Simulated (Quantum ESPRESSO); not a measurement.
# BP (F-43m): modes at Γ and the response to a field, part 3 of 3

Which modes does BP (F-43m) have at the zone centre?

Quantum ESPRESSO 7.5; DFT PBE, scalar-relativistic, plane waves, GBRV ultrasoft pseudopotentials.

So far. Step 5 (Linear response at Γ): The acoustic modes at Γ come out as far as 1.4 cm⁻¹ from zero, where they should vanish, a small numerical error; the Born charges miss their sum rule by 0.0038 e, which is good. Step 6 (Modes with the sum rule): The rule moves no optical mode by more than 0.1 cm⁻¹.

## (7) A frozen mode

The atoms are moved along one mode, by 0.015 Å at most in any Cartesian component, and the restoring forces give its frequency without the response code: a check of the response kernel of this functional.

File frozen.in:

```
&control
   calculation = 'scf'
   prefix = 'x'
   outdir = './tmp'
   pseudo_dir = './pseudo'
   tprnfor = .true.
/
&system
   ibrav = 2
   celldm(1) = 8.59081881
   nat = 2
   ntyp = 2
   ecutwfc = 50.0
   ecutrho = 400.0
   occupations = 'fixed'
   nbnd = 6
/
&electrons
   conv_thr = 1.0d-11
   mixing_beta = 0.7
   electron_maxstep = 100
/
ATOMIC_SPECIES
 B      10.8100  B.upf
 P      30.9738  P.upf
ATOMIC_POSITIONS crystal
 B      0.003299556   0.003299556  -0.003299556
 P      0.248848552   0.248848552   0.251151448
K_POINTS automatic
 12 12 12 0 0 0
```

Command:

```console
> OMP_NUM_THREADS=1 mpirun -n 4 pw.x -nk 4 -in frozen.in > frozen.out
```

The log of the run:

```text
[banner, memory and clock lines left out]
Program PWSCF v.7.5

     G-vector sticks info

     bravais-lattice index     =            2
     lattice parameter (alat)  =       8.5908  a.u.
     unit-cell volume          =     158.5053 (a.u.)^3
     number of atoms/cell      =            2
     number of atomic types    =            2
     number of electrons       =         8.00
     number of Kohn-Sham states=            6
     kinetic-energy cutoff     =      50.0000  Ry
     charge density cutoff     =     400.0000  Ry
     scf convergence threshold =      1.0E-11
     mixing beta               =       0.7000
     number of iterations used =            8  plain     mixing
     Exchange-correlation=  SLA  PW   PBX  PBC
                           (   1   4   3   4   0   0   0)

     celldm(1)=   8.590819  celldm(2)=   0.000000  celldm(3)=   0.000000
     celldm(4)=   0.000000  celldm(5)=   0.000000  celldm(6)=   0.000000

     crystal axes: (cart. coord. in units of alat)
               a(1) = (  -0.500000   0.000000   0.500000 )
               a(2) = (   0.000000   0.500000   0.500000 )
               a(3) = (  -0.500000   0.500000   0.000000 )

     reciprocal axes: (cart. coord. in units 2 pi/alat)
               b(1) = ( -1.000000 -1.000000  1.000000 )
               b(2) = (  1.000000  1.000000  1.000000 )
               b(3) = ( -1.000000  1.000000 -1.000000 )

     PseudoPot. # 1 for B  read from file:
     ./pseudo/B.upf
     Pseudo is Ultrasoft + core correction, Zval =  3.0
     Using radial grid of  781 points,  4 beta functions with:
                l(1) =   0
                l(2) =   0
                l(3) =   1
                l(4) =   1
     Q(r) pseudized with  8 coefficients,  rinner =    1.100   1.100   1.100

     PseudoPot. # 2 for P  read from file:
     ./pseudo/P.upf
     Pseudo is Ultrasoft + core correction, Zval =  5.0
     Using radial grid of  903 points,  6 beta functions with:
                l(1) =   0
                l(2) =   0
                l(3) =   1
                l(4) =   1
                l(5) =   2
                l(6) =   2
     Q(r) pseudized with  8 coefficients,  rinner =    1.300   1.300   1.300
                                                       1.300   1.300

     atomic species   valence    mass     pseudopotential
     B                 3.00    10.81000     B ( 1.00)
     P                 5.00    30.97380     P ( 1.00)

      4 Sym. Ops. (no inversion) found

   Cartesian axes

     site n.     atom                  positions (alat units)
         1        B      tau(   1) = (   0.0000000   0.0000000   0.0032996  )
         2        P      tau(   2) = (  -0.2500000   0.2500000   0.2488486  )

     number of k points=   280

     Number of k-points >= 100: set verbosity='high' to print them.

     Dense  grid:    21547 G-vectors     FFT dimensions: (  40,  40,  40)

     Smooth grid:     7631 G-vectors     FFT dimensions: (  27,  27,  27)

     Initial potential from superposition of free atoms

     starting charge       7.9996, renormalised to       8.0000
     Starting wfcs are    8 randomized atomic wfcs

     per-process dynamical memory:    27.1 Mb

     Self-consistent Calculation

     iteration #  1     ecut=    50.00 Ry     beta= 0.70
     Davidson diagonalization with overlap
     ethr =  1.00E-02,  avg # of iterations =  3.2

     total energy              =     -21.93949115 Ry
     estimated scf accuracy    <       0.14979503 Ry

     iteration #  2     ecut=    50.00 Ry     beta= 0.70
     Davidson diagonalization with overlap
     ethr =  1.87E-03,  avg # of iterations =  2.0

     total energy              =     -21.96919236 Ry
     estimated scf accuracy    <       0.02318251 Ry

     iteration #  3     ecut=    50.00 Ry     beta= 0.70
     Davidson diagonalization with overlap
     ethr =  2.90E-04,  avg # of iterations =  2.1

     total energy              =     -21.97302244 Ry
     estimated scf accuracy    <       0.00042490 Ry

     iteration #  4     ecut=    50.00 Ry     beta= 0.70
     Davidson diagonalization with overlap
     c_bands:  1 eigenvalues not converged
     c_bands:  1 eigenvalues not converged
     c_bands:  1 eigenvalues not converged
     ethr =  5.31E-06,  avg # of iterations =  6.3

     total energy              =     -21.97324219 Ry
     estimated scf accuracy    <       0.00013554 Ry

     iteration #  5     ecut=    50.00 Ry     beta= 0.70
     Davidson diagonalization with overlap
     ethr =  1.69E-06,  avg # of iterations =  4.1

     total energy              =     -21.97329847 Ry
     estimated scf accuracy    <       0.00000473 Ry

     iteration #  6     ecut=    50.00 Ry     beta= 0.70
     Davidson diagonalization with overlap
     ethr =  5.91E-08,  avg # of iterations =  4.6

     total energy              =     -21.97330695 Ry
     estimated scf accuracy    <       0.00000004 Ry

     iteration #  7     ecut=    50.00 Ry     beta= 0.70
     Davidson diagonalization with overlap
     ethr =  5.00E-10,  avg # of iterations =  5.3

     total energy              =     -21.97330706 Ry
     estimated scf accuracy    <       0.00000002 Ry

     iteration #  8     ecut=    50.00 Ry     beta= 0.70
     Davidson diagonalization with overlap
     ethr =  2.74E-10,  avg # of iterations =  2.0

     total energy              =     -21.97330707 Ry
     estimated scf accuracy    <          4.5E-10 Ry

     iteration #  9     ecut=    50.00 Ry     beta= 0.70
     Davidson diagonalization with overlap
     ethr =  5.58E-12,  avg # of iterations =  4.2

     End of self-consistent calculation

     Number of k-points >= 100: set verbosity='high' to print the bands.

     highest occupied, lowest unoccupied level (ev):     9.2987   10.3939

!    total energy              =     -21.97330707 Ry
     estimated scf accuracy    <          3.6E-12 Ry

     The total energy is the sum of the following terms:
     one-electron contribution =       6.68587094 Ry
     hartree contribution      =       1.27253134 Ry
     xc contribution           =      -8.98627729 Ry
     ewald contribution        =     -20.94543205 Ry

     convergence has been achieved in   9 iterations

     Forces acting on atoms (cartesian axes, Ry/au):

     atom    1 type  1   force =     0.00000000    0.00000000   -0.01483894
     atom    2 type  2   force =     0.00000000    0.00000000    0.01483894

     Total force =     0.020985     Total SCF correction =     0.000000

     XML data file, charge density, pseudopotentials, collected wavefunctions
```

The job ended after 6.3 s (4 MPI ranks of Intel Xeon 6975P-C (Granite Rapids), shared host).

Numbers from this step:

* gap on the k-mesh: 1.095 eV
* frequency from the forces: 799.9 cm⁻¹
* frequency from linear response: 800.1 cm⁻¹

The forces give 799.9 cm⁻¹ against 800.1 cm⁻¹ from linear response after the sum rule.

## (8) Modes along a direction of q (1 0 0)

A longitudinal polar mode sets up a macroscopic field that stiffens it; the term hangs on the direction from which q goes to zero.

File dynmat.in:

```
&input
   fildyn = 'g.dyn'
   asr = 'simple'
   fileig = 'dynmat.eig'
   q(1) = 1.0
   q(2) = 0.0
   q(3) = 0.0
/
```

Command:

```console
> dynmat.x -in dynmat.in > dynmat.out
```

The log of the run:

```text
[banner, memory and clock lines left out]
Program DYNMAT v.7.5

     Reading Dynamical Matrix from file g.dyn
     ...Force constants read
     ...epsilon and Z* read

     Polarizability (A^3 units)
     multiply by 0.268401 for Clausius-Mossotti correction
        15.284389   -0.000000   -0.000000
        -0.000000   15.284389   -0.000000
         0.000000   -0.000000   15.284389

     IR activities are in (D/A)^2/amu units

# mode   [cm-1]    [THz]      IR
    1      0.00    0.0000    0.0000
    2      0.00    0.0000    0.0000
    3      0.00    0.0000    0.0000
    4    800.10   23.9864    0.6967
    5    800.10   23.9864    0.6967
    6    804.39   24.1152    0.6967
```

Run time: 0.65 s. Hardware: 1 thread.

Numbers from this step:

```
highest mode moved by the LO-TO term : 804.4 cm⁻¹
```

Zone-centre frequencies as printed; negative means imaginary. Modes:

| mode | frequency (cm⁻¹) |
| --- | --- |
| 1 | 0 |
| 2 | 0 |
| 3 | 0 |
| 4 | 800.1 |
| 5 | 800.1 |
| 6 | 804.4 |

The field moves one mode, from 800 to 804 cm⁻¹; the others stay.

## (9) Summary of results

| Property | Result |
| --- | --- |
| space group after relaxation | F-43m |
| volume per atom | 11.7 Å³ |
| gap on the k-mesh | 1.26 eV |
| highest optical zone-centre mode (no LO-TO term) | 800.1 cm⁻¹ |
| highest mode moved by the LO-TO term | 804.4 cm⁻¹ |
| mean high-frequency dielectric constant | 9.18 |
| largest Born charge in size (third of the trace) | 0.494 e |
| mean static dielectric constant | 9.28 |
| imaginary optical modes at the zone centre (no q mesh in this session) | none |

At the PBE level the optical modes of BP (F-43m) at the zone centre (no LO-TO term) lie at 800 cm⁻¹. Along the directions run, the highest mode that the macroscopic field moves lies at 804 cm⁻¹. Lattice motion raises the mean dielectric constant from 9.177 to 9.276. The Lyddane-Sachs-Teller relation holds: (ωLO/ωTO)² is 1.01 and ε₀/ε∞ is 1.01. These are harmonic frequencies at zero temperature: anharmonic shifts and linewidths and thermal expansion are left out.

Calculation against experiment:

| quantity | measured | PBE GBRV ultrasoft, Quantum ESPRESSO |
| --- | --- | --- |
| lattice constant a (Å) | 4.5383 | 4.546 (+0.2 %) |
| Raman mode, TO at Gamma (T2), ambient … (cm⁻¹) | 794 | 800 (+0.8 %) |

Measured values from arxiv:1906.04101 (2019) and arxiv:1505.05714 (2015).

**Verdict.** The lattice constant a is off by +0.2 %: good agreement. The Raman mode is off by +0.8 %: good agreement. The grades are ours: good and fair within 0.7 and 1.5 % for the lattice constant a and 3 and 7 % for the Raman mode. For lattice constants and Raman mode the calculation has a static lattice, without zero-point motion or thermal expansion (measured at up to 300 K).

[Host names and launcher messages were left out of these logs when they were recorded.]

[Logs are printed without paths, hosts, clocks, repeated set-up lines and the standing remarks that a program may print on its own settings, such as how far it seeks lower states.]

[Hosts, paths, dates, database ids (printed as entryN), source tags and the programs' standing remarks are cut or masked in the printed files.]
